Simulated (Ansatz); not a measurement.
**A computed series for RuO2: response to strain**

Take RuO2 in the rutile structure (space group P4_2/mnm, No. 136; a = 4.480 Å, c = 3.107 Å) as the base. Axes: x, y, z lie along a, b, c of the conventional cell.

Strains are applied to the cell and any free atomic positions relax.

Calculations: Kohn–Sham DFT with the r2SCAN functional, run in Ansatz (a program for electronic structure) with PAW and 500 eV plane waves, no spin-orbit coupling.

Candidates:
(a) isotropic strain +0.91 %
(b) strain tensor (xx, yy, zz, yz, xz, xy) = (−1.60, +0.39, −0.06, −0.35, +0.05, −0.42) %
(c) tensor shear ε_xy = −2.09 %

Notes on the quantities. energy relative to the base: free energy F.

**Question.** Order them by energy relative to the base, lowest first.

**Answer.** (b) strain tensor (xx, yy, zz, yz, xz, xy) = (−1.60, +0.39, −0.06, −0.35, +0.05, −0.42) % (+2.6 meV/atom), (a) isotropic strain +0.91 % (+6.8 meV/atom), (c) tensor shear ε_xy = −2.09 % (+14 meV/atom)

Without a gap, meshes like the base's 11×11×15 leave anisotropic stresses uncertain by several tenths of a GPa, and small strain energies with them. Whether these cells are dynamically stable was not tested. Starting moments died away, wholly or in part, for the base; another magnetic solution may exist. No Hubbard U is applied, and correlation can decide whether such a compound is a metal. All final runs are without spin polarisation.
